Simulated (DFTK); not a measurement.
# Hf under changes of volume

One of the cells (22.380 Å³/atom); the others are scaled copies at fixed shape and fractional positions:

```xyz
2
Lattice="3.1967 0.0000 0.0000 -1.5983 2.7684 0.0000 0.0000 0.0000 5.0578" Properties=species:S:1:pos:R:3 pbc="T T T"
Hf    1.5984    0.9228    3.7934
Hf    0.0000    1.8456    1.2645
```

| Quantity | Value |
| --- | --- |
| Program | DFTK 0.8.2 |
| Functional | PBEsol |
| Potentials or basis | SG15 1.2 (PBE) |
| Cutoff | 952 eV |
| k mesh | 6 × 6 × 3 |
| Occupations | fermi-dirac, width 0.05 eV |
| Spin | no spin polarisation |

```tsv
volume (Å³/atom)	energy over the lowest point (meV/atom)	pressure (GPa)
21.037	12.11	4.6
21.485	?	?
21.933	0.00	-0.4
22.380	4.05	-2.6
22.828	14.14	-4.6
23.276	29.73	-6.5
23.723	50.35	-8.2
```

Question: What does the run at 21.485 Å³/atom give?

Answer: Energy over the lowest point 2.51 meV/atom; pressure 2.0 GPa.

Worked out: A Birch-Murnaghan fit of order 3 (a polynomial in V^(-2/3)) to the other rows has its minimum at 21.87 Å³/atom with B0 = V·E''(V) = 116 GPa and B' = 3.2 at fixed shape and positions, which overstates the stiffness. It gives 2.48 meV/atom at 21.485 Å³/atom, against the run's 2.51, and -dE/dV = 2.1 GPa, against 2.0.

Energies are extrapolated to zero smearing.

Caveats: all runs use coarse meshes; the potentials were made for another functional, which shifts forces and pressure.
